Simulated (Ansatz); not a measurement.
# NiO (Fm-3m) in Ansatz: further runs

The runs below take NiO through band structure, with PBE+U.

All numbers are computed with Ansatz 0.2.0; they aren't measurements. Logs are shortened: lines on timing, memory, paths and dates and some standing lists are left out, and cuts for length are marked.

## (1) The structure

The structure is cubic, space group Fm-3m (No. 225). Conventional cell: a = 4.183 Å, b = 4.183 Å, c = 4.183 Å, α = 90.00°, β = 90.00°, γ = 90.00°. Ni (site symmetry m-3m) is surrounded by 6 O at 2.09 Å. O (site symmetry m-3m) is surrounded by 6 Ni at 2.09 Å.

## (2) Band structure, PBE+U, collinear spin, ferromagnetic start

Contents of input.yaml:

```yaml
crystal:
  lattice:
    - [0.0, 2.09130951, 2.09130951]
    - [2.09130951, 0.0, 2.09130951]
    - [2.09130951, 2.09130951, 0.0]
  atoms:
    - { symbol: Ni, position: [0.0, 0.0, 0.0], spin: 1.0 }
    - { symbol: O, position: [0.5, 0.5, 0.5] }
hamiltonian:
  xc: pbe
  pseudopotentials: { kind: paw }
  hubbard: { sites: [{ species: Ni, l: d, u_eff: 5.0 }] }
magnetization:
  spin_polarized: true
kpoints:
  mp_grid: { grid: [11, 11, 11] }
  band_path:
    path:
      - [[0.0, 0.0, 0.0], [0.5, 0.0, 0.5], [0.5, 0.25, 0.75], [0.375, 0.375, 0.75], [0.0, 0.0, 0.0], [0.5, 0.5, 0.5], [0.625, 0.25, 0.625], [0.5, 0.25, 0.75], [0.5, 0.5, 0.5], [0.375, 0.375, 0.75]]
      - [[0.625, 0.25, 0.625], [0.5, 0.0, 0.5]]
    npoints: 14
scf:
  occupations: { method: fermi_dirac, width: 0.05 }
  n_extra_bands: 6
output:
  forces: true
  stress: true
  eigenvalues: true
  fatbands: false
  write_density: true
  write_potential: true
  elf: true
  volumetric_format: npy
```

Potentials or basis: Ansatz PAW.

Launch:

```sh
$ ansatz run input.yaml --threads 2 --pin off --max-ram 5632MiB --backend cpu --events-out ev --progress --plain --runs-dir out
```

The log of the run:

```text
Warning: RAYON_NUM_THREADS=2 ignored (pool sized by the plan → 2); use --threads N
Ni: projections on atomic orbitals take those of the free atom [Ne] 3s2 3p6 3d8 4s2, of charge +0.00 (hamiltonian.pseudopotentials.projection_atoms); the dataset's partial waves leave at most 1.6e-6 of an orbital's norm unspanned inside its sphere
O: projections on atomic orbitals take those of the free atom [He] 2s2 2p4, of charge +0.00 (hamiltonian.pseudopotentials.projection_atoms); the dataset's partial waves leave at most 1.9e-8 of an orbital's norm unspanned inside its sphere
scf.n_extra_bands = 6 over 12 filled bands (N_el = 24.0): the run solves 18 bands
Engine: ansatz 0.2.0, aarch64-unknown-linux-gnu
Pseudopotentials: kind: paw
Pseudopotential: Ni, paw, valence charge 18, recommended cutoff 420 eV (normal), Ni.paw.azcp
Pseudopotential: O, paw, valence charge 6, recommended cutoff 420 eV (normal), O.paw.azcp
Functional definition: PBE
  parameter kappa = 0.804
  parameter beta = 0.06672455060314922
  exchange = pbe_x(kappa = kappa, mu = beta*pi^2/3)
  correlation = pbe_c(beta = beta)
Crystal: 2 atoms, lattice volume = 18.293 Å³
Basis set: ecut = 420 eV, 339 PW (Γ), exchange–correlation on 40×40×40 points (8 copies of the dense FFT grid, shifted against one another)
Bands: 18, of which v1, the nominal top of the filled ones, is band 12 counted from 1 (11 counted from 0)
Symmetry: 48 space group operations
Space group: Fm-3m (ITA 225), of the structure as read, at distance tolerance 2.6e-5 Å
Magnetic group: BNS 225.116 (UNI 1618), of the structure as read, at distance tolerance 2.6e-5 Å
k-points: 56 of 1331
Non-local potential: Ni, projectors of the file, l = 0: 3, l = 1: 2, l = 2: 3, l = 3: 1
Non-local potential: O, projectors of the file, l = 0: 2, l = 1: 2, l = 2: 1
PAW form: soft (Blöchl's): semilocal exchange-correlation on the pseudo side does not see the compensation charge
PAW one-centre angular grid: Ni, 590 points (default); XC on 64 Gauss nodes
PAW one-centre angular grid: O, 110 points (default); XC on 64 Gauss nodes
Initial density: superposition of atomic densities (chi_scale 0.1, normalization cell, long waves kept (reshape's long-wave potential 0.00 eV rms))
Starting moments: Σ|m| = 1 μB on 1 of 2 sites
Initial wavefunctions: pseudopotential atomic-orbital guess
Functional: x = pbe(κ = 0.804, μ = 0.2195149727645171), c = pbe(β = 0.06672455060314922)
SCF iter   1: F=—  HF=-6407.537050 eV  |F-HF|=—  |Δ(HF+E_count)|=         —  Δρ=3.32e-1 (↑1.75e-1 ↓3.32e-1)  dr2=3.57e1  dr2_m=1.29e0  M=0.221 μB ∫|m|=0.223 μB  β_m=0.30  ethr=3.10e-3  ⟨swp⟩=5.7  Hψ=8889  notcnv=0
preconditioner: auto → none  [metal: Δε(μ)=0.023 eV  Ē_g=18.111 eV  σ=0.050 eV  W_gap=0.12  n_scr=8 (ndim 8)  ℏωp=34.7 eV  f_vac=0.000  D(μ)=1.35/eV (n_scr^D=14)  sad-step TF]
SCF iter   2: F=—  HF=-6403.077826 eV  |F-HF|=—  |Δ(HF+E_count)|=    4.46e0  Δρ=6.59e-2 (↑4.12e-2 ↓6.59e-2)  dr2=4.11e-1  dr2_m=1.10e-1  M=0.922 μB ∫|m|=0.922 μB  β_m=1.00  ethr=3.10e-3  ⟨swp⟩=3.3  Hψ=5466  notcnv=0  defer=112
SCF iter   3: F=—  HF=-6403.160712 eV  |F-HF|=—  |Δ(HF+E_count)|=   8.29e-2  Δρ=4.85e-2 (↑3.71e-2 ↓4.85e-2)  dr2=1.72e-1  dr2_m=1.47e-1  M=1.199 μB ∫|m|=1.200 μB  β_m=1.00  ethr=1.71e-3  ⟨swp⟩=3.0  Hψ=4647  notcnv=0  defer=112
SCF iter   4: F=—  HF=-6403.426794 eV  |F-HF|=—  |Δ(HF+E_count)|=   2.66e-1  Δρ=3.32e-2 (↑3.32e-2 ↓3.15e-2)  dr2=1.43e-2  dr2_m=1.63e-1  M=1.495 μB ∫|m|=1.497 μB  β_m=1.00  ethr=7.15e-4  ⟨swp⟩=2.7  Hψ=4759  notcnv=0  defer=112
SCF iter   5: F=—  HF=-6403.758191 eV  |F-HF|=—  |Δ(HF+E_count)|=   3.31e-1  Δρ=6.46e-2 (↑3.08e-2 ↓6.46e-2)  dr2=3.40e-1  dr2_m=3.28e-1  M=1.908 μB ∫|m|=1.910 μB  β_m=1.00  ethr=5.96e-5  ⟨swp⟩=2.3  Hψ=3953  notcnv=0  defer=112
SCF iter   6: F=—  HF=-6403.991267 eV  |F-HF|=—  |Δ(HF+E_count)|=   2.33e-1  Δρ=1.92e-2 (↑5.15e-3 ↓1.92e-2)  dr2=4.70e-2  dr2_m=1.44e-2  M=1.991 μB ∫|m|=1.994 μB  β_m=1.00  ethr=5.96e-5  ⟨swp⟩=3.0  Hψ=4380  notcnv=0  defer=112
SCF iter   7: F=—  HF=-6404.343382 eV  |F-HF|=—  |Δ(HF+E_count)|=   3.52e-1  Δρ=1.76e-2 (↑1.31e-2 ↓1.76e-2)  dr2=1.51e-1  dr2_m=9.64e-4  M=1.994 μB ∫|m|=1.997 μB  β_m=0.30  ethr=5.96e-5  ⟨swp⟩=3.0  Hψ=4865  notcnv=0  defer=117
Mixer restart at iter 7: flushing history
spin-set hold released at iteration 7 (site moments contracting): the magnetisation degrees of freedom join the quasi-Newton model from the next iteration; the mixer history was flushed
SCF iter   8: F=—  HF=-6404.554665 eV  |F-HF|=—  |Δ(HF+E_count)|=   2.11e-1  Δρ=1.48e-2 (↑3.80e-3 ↓1.48e-2)  dr2=2.70e-2  dr2_m=1.12e-2  M=2.000 μB ∫|m|=2.005 μB  β_m=0.45  ethr=5.96e-5  ⟨swp⟩=2.7  Hψ=4151  notcnv=0  defer=120
SCF iter   9: F=—  HF=-6404.732624 eV  |F-HF|=—  |Δ(HF+E_count)|=   1.78e-1  Δρ=1.13e-2 (↑1.13e-2 ↓2.03e-3)  dr2=1.30e-2  dr2_m=5.53e-3  M=2.000 μB ∫|m|=2.006 μB  β_m=0.66  ethr=5.96e-5  ⟨swp⟩=2.2  Hψ=4468  notcnv=0  defer=122
SCF iter  10: F=—  HF=-6404.844749 eV  |F-HF|=—  |Δ(HF+E_count)|=   1.12e-1  Δρ=1.08e-2 (↑5.13e-3 ↓1.08e-2)  dr2=2.09e-2  dr2_m=3.37e-3  M=2.000 μB ∫|m|=2.008 μB  β_m=0.60  ethr=5.40e-5  ⟨swp⟩=2.3  Hψ=4155  notcnv=0  defer=130
SCF iter  11: F=—  HF=-6404.838743 eV  |F-HF|=—  |Δ(HF+E_count)|=   6.01e-3  Δρ=3.87e-3 (↑1.80e-3 ↓3.87e-3)  dr2=1.48e-3  dr2_m=1.14e-3  M=2.000 μB ∫|m|=2.008 μB  β_m=0.66  ethr=5.40e-5  ⟨swp⟩=2.1  Hψ=3688  notcnv=0  defer=130
SCF iter  12: F=—  HF=-6404.838726 eV  |F-HF|=—  |Δ(HF+E_count)|=   1.66e-5  Δρ=1.07e-3 (↑2.83e-4 ↓1.07e-3)  dr2=9.76e-5  dr2_m=7.38e-5  M=2.000 μB ∫|m|=2.007 μB  β_m=0.80  ethr=6.17e-6  ⟨swp⟩=1.5  Hψ=2856  notcnv=0  defer=130
SCF iter  13: F=—  HF=-6404.838738 eV  |F-HF|=—  |Δ(HF+E_count)|=   1.20e-5  Δρ=1.43e-4 (↑8.37e-5 ↓1.43e-4)  dr2=1.86e-6  dr2_m=1.85e-6  M=2.000 μB ∫|m|=2.007 μB  β_m=0.90  ethr=4.07e-7  ⟨swp⟩=2.1  Hψ=2668  notcnv=0  defer=130
SCF iter  14: F=—  HF=-6404.838739 eV  |F-HF|=—  |Δ(HF+E_count)|=   4.77e-7  Δρ=3.93e-5 (↑8.93e-6 ↓3.93e-5)  dr2=2.34e-7  dr2_m=7.27e-8  M=2.000 μB ∫|m|=2.007 μB  β_m=0.95  ethr=7.74e-9  ⟨swp⟩=2.3  Hψ=2705  notcnv=0  defer=129
SCF iter  15: F=-6404.838739 eV  HF=-6404.838739 eV  |F-HF|=3.27e-9  |Δ(HF+E_count)|=   2.39e-8  Δρ=5.68e-6 (↑5.61e-7 ↓5.68e-6)  dr2=4.76e-9  dr2_m=1.41e-9  M=2.000 μB ∫|m|=2.007 μB  ethr=4.17e-10  ⟨swp⟩=11.8  Hψ=12283  notcnv=0
SCF 1 converged in 15 iterations: F = -6404.838739 eV  dr2 = 4.76e-9
Symmetry: 8 space group operations
k-points: 186 of 1331
Initial density: read from a saved state, or passed on in memory by an earlier SCF of this step, an earlier step, the calling program or the single point that the run made first
Starting moments: Σ|m| = 1 μB on 1 of 2 sites; this step starts from the density that it was given
Initial wavefunctions: those read from a saved state, or passed on in memory by an earlier step or the calling program
iter 1 solved again at ethr=1.98e-11 eV; its pass at ethr=4.17e-6 eV (dr2=4.76e-9 eV) is discarded
SCF iter   1: F=—  HF=-6404.838739 eV  |F-HF|=—  |Δ(HF+E_count)|=         —  Δρ=5.68e-6 (↑5.61e-7 ↓5.68e-6)  dr2=4.76e-9  dr2_m=1.41e-9  M=2.000 μB ∫|m|=2.007 μB  ethr=1.98e-11  ⟨swp⟩=1.0  Hψ=39155  notcnv=0
preconditioner: auto → none  [insulator: Δε(μ)=1.725 eV  Ē_g=17.828 eV  σ=0.050 eV  W_gap=1.00  n_scr=8 (ndim 8)  ℏωp=34.7 eV  f_vac=0.000  D(μ)=0.00/eV (n_scr^D=0)  ε∞_Penn≈4.8]
an SCF along what the orbitals of the run's state read of its open shells (or to have them read: on a GPU, or by another smearing), with 40 of the crystal's symmetry operations given up (186 k-points in place of 56), reached no lower state that the run goes on to. This is no proof of a minimum
NSCF: frozen V_eff on 142 k-points
SCF converged after 15 iterations
Magnetization: 2.0000 μB (13.0000 up, 11.0000 down)
Absolute magnetization: 2.0058 μB (∫|ρ↑−ρ↓|, with the PAW one-centre terms)
Spin contamination: 0.0015 ħ² per cell (⟨S²⟩ above its minimum at these occupations)
Per-site moments (μB) at R_I (Å): [(1.6985208531301856, 0.862665172875), (0.22924805975807616, 0.862665172875)]
Free energy (F): -6404.838739 eV
Harris-Foulkes:  -6404.838739 eV  (|F-HF|=3.27e-9)
Internal energy: -6404.838739 eV  (E = F + TS)
E sigma→0 (E₀):  -6404.838739 eV
Fermi energy:    14.621955 eV
--- Per-component energies (eV) ---
  E_band       = -353.777198
  E_kinetic    = 450.397248
  E_local      = -3995.716083  (includes V_loc(G=0)·N_el)
  E_nonlocal   = 690.454502
  E_hartree    = 1641.483452
  E_xc         = -156.165632
  E_vxc        = -200.319542  (∫ρ·V_xc dr)
  E_hubbard    = 0.667585  (on-site DFT+U / exact-exchange correction)
  E_vhub       = -19.344443  (the Hubbard potential's part of the band-sum identity)
  E_paw        = -1789.580293  (= ΣΔE_a)
  E_vpaw       = -562.214793  (= ΣTr[D̂ρ^β])
  E_aug_tail   = 0.002884  (compensation charges beyond the density's cutoff)
  E_ewald      = -3246.382401
  E_smearing   = -0.000000  (= −TS)
  E_closure    = -0.000000  (closes the sum)
  Σ components = -6404.838739   (vs F -6404.838739, Δ=0.00e0)
--- Forces (eV/Å), atoms counted from 1 ---
  atom   1  Ni    -0.00000000     0.00000000    -0.00000000
  atom   2  O      0.00000000    -0.00000000     0.00000000
  max |Σ_I F_I| component: 2.18e-29 eV/Å
--- Stress (GPa, compression-positive) ---
       11.363322       0.000000       0.000000
        0.000000      11.363322       0.000000
        0.000000      -0.000000      11.363322
  P = ⅓ Tr σ = 11.3633 GPa (113.633 kbar)
--- Band table (eV; the first three rows and the last of 112) ---
  k-point 0 ↑: bands = ["-90.7945", "-51.1544", "-51.1544", "-51.1544", "-5.6115", "7.9848", "7.9848", "8.6952", "8.6952", "8.6952", "11.8288", "11.8288", "11.8288", "15.8908", "32.0889", "33.0424", "33.0424", "33.0424"]
  k-point 1 ↑: bands = ["-90.7943", "-51.1567", "-51.1547", "-51.1547", "-5.5141", "7.8434", "7.8434", "8.5659", "8.7212", "8.7212", "11.3617", "12.0260", "12.0260", "16.5186", "30.1862", "32.7388", "32.7388", "33.9933"]
  k-point 2 ↑: bands = ["-90.7938", "-51.1628", "-51.1556", "-51.1556", "-5.2411", "7.4870", "7.4870", "8.0560", "8.8347", "8.8347", "10.6991", "12.4931", "12.4931", "17.7698", "27.8975", "31.5767", "31.5767", "34.3304"]
  k-point 55 ↓: bands = ["-88.5778", "-49.0153", "-49.0137", "-49.0048", "-3.5008", "8.0181", "8.0392", "9.8438", "10.6634", "11.1886", "11.2681", "16.2343", "16.7907", "23.3605", "25.1279", "25.3471", "28.4415", "35.7901"]
Occupation matrices written to <dir>
```

Wall time 6.5 s (2 threads of Arm Neoverse V2, shared host); peak memory 0.47 GiB.

What came out:

```yaml
Free_energy: -6404.8387 eV
Pressure: 11.4 GPa
Band_gap_on_the_k_mesh: 1.72 eV, indirect (least direct gap 2.44 eV)
Band_gap_along_the_path: 1.69 eV, indirect (least direct gap 2.40 eV)
Net_moment: 2.00 μB per cell
Absolute_moment: 2.01 μB per cell
Site_moments: Ni +1.70; O +0.23 μB
```

Levels at the corners of the path, in eV from the valence-band top:
Spin up:
```
point  band 11  band 12  band 13  band 14  band 15  band 16
    Γ    -1.92    -1.92    -1.92     2.14    18.34    19.30
    X    -4.11    -3.29    -3.29     6.51    11.36    12.60
    W    -3.30    -3.30    -2.09     8.96    11.33    11.33
    K    -3.38    -3.09    -1.66     8.21    10.89    11.25
    Γ    -1.92    -1.92    -1.92     2.14    18.34    19.30
    L    -3.11     0.00     0.00     6.17    10.68    14.46
    U    -3.38    -3.09    -1.66     8.21    10.89    11.25
    W    -3.30    -3.30    -2.09     8.96    11.33    11.33
    L    -3.11     0.00     0.00     6.17    10.68    14.46
    K    -3.38    -3.09    -1.66     8.21    10.89    11.25
    U    -3.38    -3.09    -1.66     8.21    10.89    11.25
    X    -4.11    -3.29    -3.29     6.51    11.36    12.60
```
Spin down:
```tsv
point	band 9	band 10	band 11	band 12	band 13	band 14
Γ	-1.51	-1.51	-1.51	1.69	1.69	2.52
X	-3.03	-2.92	-2.92	2.12	2.56	7.07
W	-3.03	-2.53	-2.53	2.45	3.00	9.63
K	-3.16	-2.94	-2.48	2.64	3.05	8.75
Γ	-1.51	-1.51	-1.51	1.69	1.69	2.52
L	-2.32	-2.32	-2.20	4.08	4.08	6.37
U	-3.16	-2.94	-2.48	2.64	3.05	8.75
W	-3.03	-2.53	-2.53	2.45	3.00	9.63
L	-2.32	-2.32	-2.20	4.08	4.08	6.37
K	-3.16	-2.94	-2.48	2.64	3.05	8.75
U	-3.16	-2.94	-2.48	2.64	3.05	8.75
X	-3.03	-2.92	-2.92	2.12	2.56	7.07
```

Eigenvalues of the final occupation matrices:
| site | spin | trace | eigenvalues |
| --- | --- | --- | --- |
| site 1 | 1 | 4.99 | 1.00 1.00 1.00 1.00 1.00 |
| site 1 | 2 | 3.28 | 0.15 0.15 1.00 1.00 1.00 |

Caveat: the magnetic or orbital state may not be the lowest; the pressure holds a Pulay correction of +0.7 GPa for the finite cutoff; a cell with one magnetic atom can't hold antiferromagnetic order, which such compounds often take.

## (3) Band structure, PBE+U, collinear spin, ferromagnetic start

Changes to input.yaml since step 2:

```diff
@@ -11,3 +11,3 @@
   pseudopotentials: { kind: paw }
-  hubbard: { sites: [{ species: Ni, l: d, u_eff: 5.0 }] }
+  hubbard: { sites: [{ species: Ni, l: d, u_eff: 6.0 }] }
 magnetization:
@@ -29,5 +29 @@
   fatbands: false
-  write_density: true
-  write_potential: true
-  elf: true
-  volumetric_format: npy
```

Potentials or basis: Ansatz PAW.

Launch:

```sh
$ ansatz run input.yaml --threads 2 --pin off --max-ram 5632MiB --backend cpu --events-out ev --progress --plain --runs-dir out
```

It took 7.5 s on 2 threads of Arm Neoverse V2, shared host; peak memory 0.46 GiB.

Results (log left out):

```
Free energy             : -6404.7101 eV
Pressure                : 12.3 GPa
Band gap on the k mesh  : 2.18 eV, indirect (least direct gap 2.84 eV)
Band gap along the path : 2.15 eV, indirect (least direct gap 2.81 eV)
Net moment              : 2.00 μB per cell
Absolute moment         : 2.01 μB per cell
Site moments            : Ni +1.72; O +0.21 μB
```

Levels at the corners of the path, in eV from the valence-band top:
Spin up:
```
point  band 10  band 11  band 12  band 13  band 14  band 15  band 16  band 17
    Γ    -5.55    -1.77    -1.77    -1.77     2.24    18.42    19.36    19.36
    X    -4.61    -4.61    -3.15    -3.15     6.56    11.48    12.65    17.27
    W    -4.61    -3.42    -3.42    -2.14     9.04    11.43    11.43    13.94
    K    -4.73    -3.63    -3.19    -1.65     8.28    10.97    11.35    16.42
    Γ    -5.55    -1.77    -1.77    -1.77     2.24    18.42    19.36    19.36
    L    -4.93    -3.39     0.00     0.00     6.25    10.79    14.53    14.53
    U    -4.73    -3.63    -3.19    -1.65     8.28    10.97    11.35    16.42
    W    -4.61    -3.42    -3.42    -2.14     9.04    11.43    11.43    13.94
    L    -4.93    -3.39     0.00     0.00     6.25    10.79    14.53    14.53
    K    -4.73    -3.63    -3.19    -1.65     8.28    10.97    11.35    16.42
    U    -4.73    -3.63    -3.19    -1.65     8.28    10.97    11.35    16.42
    X    -4.61    -4.61    -3.15    -3.15     6.56    11.48    12.65    17.27
```
Spin down:
```
point  band 7  band 8  band 9  band 10  band 11  band 12  band 13  band 14  band 15  band 16
    Γ   -4.55   -4.55   -1.40    -1.40    -1.40     2.15     2.15     2.60    18.37    19.61
    X   -5.45   -3.52   -3.52    -2.81    -2.81     2.58     2.99     7.14    11.79    12.95
    W   -5.85   -3.88   -3.52    -2.74    -2.74     2.89     3.40     9.72    11.73    11.73
    K   -5.86   -3.65   -3.09    -3.06    -2.79     3.07     3.45     8.83    11.31    11.65
    Γ   -4.55   -4.55   -1.40    -1.40    -1.40     2.15     2.15     2.60    18.37    19.61
    L   -4.54   -4.54   -2.50    -2.35    -2.35     4.44     4.44     6.45    11.29    14.89
    U   -5.86   -3.65   -3.09    -3.06    -2.79     3.07     3.45     8.83    11.31    11.65
    W   -5.85   -3.88   -3.52    -2.74    -2.74     2.89     3.40     9.72    11.73    11.73
    L   -4.54   -4.54   -2.50    -2.35    -2.35     4.44     4.44     6.45    11.29    14.89
    K   -5.86   -3.65   -3.09    -3.06    -2.79     3.07     3.45     8.83    11.31    11.65
    U   -5.86   -3.65   -3.09    -3.06    -2.79     3.07     3.45     8.83    11.31    11.65
    X   -5.45   -3.52   -3.52    -2.81    -2.81     2.58     2.99     7.14    11.79    12.95
```

Eigenvalues of the final occupation matrices:
```csv
site,spin,trace,eigenvalues
site 1,1,4.99,1.00 1.00 1.00 1.00 1.00
site 1,2,3.26,0.13 0.13 1.00 1.00 1.00
```

Caveat: the magnetic or orbital state may not be the lowest; the pressure holds a Pulay correction of +0.7 GPa for the finite cutoff; a cell with one magnetic atom can't hold antiferromagnetic order, which such compounds often take. The state reached can hang on the start; a lower one may exist.

## (4) Band structure, PBE+U, collinear spin, ferromagnetic start

Changes to input.yaml since step 3:

```diff
@@ -11,3 +11,3 @@
   pseudopotentials: { kind: paw }
-  hubbard: { sites: [{ species: Ni, l: d, u_eff: 6.0 }] }
+  hubbard: { sites: [{ species: Ni, l: d, u_eff: 8.0 }] }
 magnetization:
```

Launch:

```sh
$ ansatz run input.yaml --threads 2 --pin off --max-ram 5632MiB --backend cpu --events-out ev --progress --plain --runs-dir out
```

It took 8.3 s on 2 threads of Arm Neoverse V2, shared host; peak memory 0.47 GiB.

The run converged. Its results:

```
Free energy             : -6404.4809 eV
Pressure                : 14.3 GPa
Band gap on the k mesh  : 2.40 eV, indirect (least direct gap 3.59 eV)
Band gap along the path : 2.37 eV, indirect (least direct gap 3.59 eV)
Net moment              : 2.00 μB per cell
Absolute moment         : 2.00 μB per cell
Site moments            : Ni +1.75; O +0.17 μB
```

Levels at the corners of the path, in eV from the valence-band top:
Spin up:
```
point  band 10  band 11  band 12  band 13  band 14  band 15  band 16  band 17
    Γ    -6.58    -1.53    -1.53    -1.53     2.37    18.52    19.44    19.44
    X    -5.66    -5.66    -2.94    -2.94     6.63    11.66    12.72    17.39
    W    -5.66    -3.57    -3.57    -2.20     9.14    11.57    11.57    14.03
    K    -5.77    -3.97    -3.31    -1.62     8.37    11.09    11.52    16.53
    Γ    -6.58    -1.53    -1.53    -1.53     2.37    18.52    19.44    19.44
    L    -5.98    -3.87     0.00     0.00     6.36    10.96    14.61    14.61
    U    -5.77    -3.97    -3.31    -1.62     8.37    11.09    11.52    16.53
    W    -5.66    -3.57    -3.57    -2.20     9.14    11.57    11.57    14.03
    L    -5.98    -3.87     0.00     0.00     6.36    10.96    14.61    14.61
    K    -5.77    -3.97    -3.31    -1.62     8.37    11.09    11.52    16.53
    U    -5.77    -3.97    -3.31    -1.62     8.37    11.09    11.52    16.53
    X    -5.66    -5.66    -2.94    -2.94     6.63    11.66    12.72    17.39
```
Spin down:
```csv
point,band 7,band 8,band 9,band 10,band 11,band 12,band 13,band 14,band 15,band 16
Γ,-5.56,-5.56,-1.22,-1.22,-1.22,2.72,3.08,3.08,18.47,19.69
X,-5.50,-4.55,-4.55,-2.65,-2.65,3.50,3.87,7.24,11.93,13.01
W,-6.42,-4.55,-3.64,-3.03,-3.03,3.78,4.21,9.85,11.84,11.84
K,-6.21,-4.67,-3.31,-3.28,-2.79,3.93,4.28,8.93,11.41,11.78
Γ,-5.56,-5.56,-1.22,-1.22,-1.22,2.72,3.08,3.08,18.47,19.69
L,-5.31,-5.31,-3.07,-2.25,-2.25,5.19,5.19,6.56,11.42,14.99
U,-6.21,-4.67,-3.31,-3.28,-2.79,3.93,4.28,8.93,11.41,11.78
W,-6.42,-4.55,-3.64,-3.03,-3.03,3.78,4.21,9.85,11.84,11.84
L,-5.31,-5.31,-3.07,-2.25,-2.25,5.19,5.19,6.56,11.42,14.99
K,-6.21,-4.67,-3.31,-3.28,-2.79,3.93,4.28,8.93,11.41,11.78
U,-6.21,-4.67,-3.31,-3.28,-2.79,3.93,4.28,8.93,11.41,11.78
X,-5.50,-4.55,-4.55,-2.65,-2.65,3.50,3.87,7.24,11.93,13.01
```

Eigenvalues of the final occupation matrices:
```tsv
site	spin	trace	eigenvalues
site 1	1	4.99	1.00 1.00 1.00 1.00 1.00
site 1	2	3.22	0.11 0.11 1.00 1.00 1.00
```

Caveat: the magnetic or orbital state may not be the lowest; the pressure holds a Pulay correction of +0.7 GPa for the finite cutoff; a cell with one magnetic atom can't hold antiferromagnetic order, which such compounds often take. The state reached can hang on the start; a lower one may exist.

## (5) Summary

```tsv
U	gap on the mesh (eV)	pressure (GPa)	moment (μB)
Ni d U = 5 eV	1.72	11.4	2.00
Ni d U = 6 eV	2.18	12.3	2.00
Ni d U = 8 eV	2.40	14.3	2.00
```

Alike in all rows: task band structure; level PBE+U; potentials or basis Ansatz PAW; spin collinear, ferromagnetic start; cell as given; k mesh 11 × 11 × 11; cutoff (eV) 420; smearing fermi-dirac 0.05 eV.

On the cell as given the gap runs from 1.69 eV (PBE+U) to 2.37 eV (PBE+U).

Caveats: the magnetic or orbital state may not be the lowest; a cell with one magnetic atom can't hold antiferromagnetic order, which such compounds often take.

Total energies depend on the potentials used, so only differences within one code and one set of settings carry meaning.
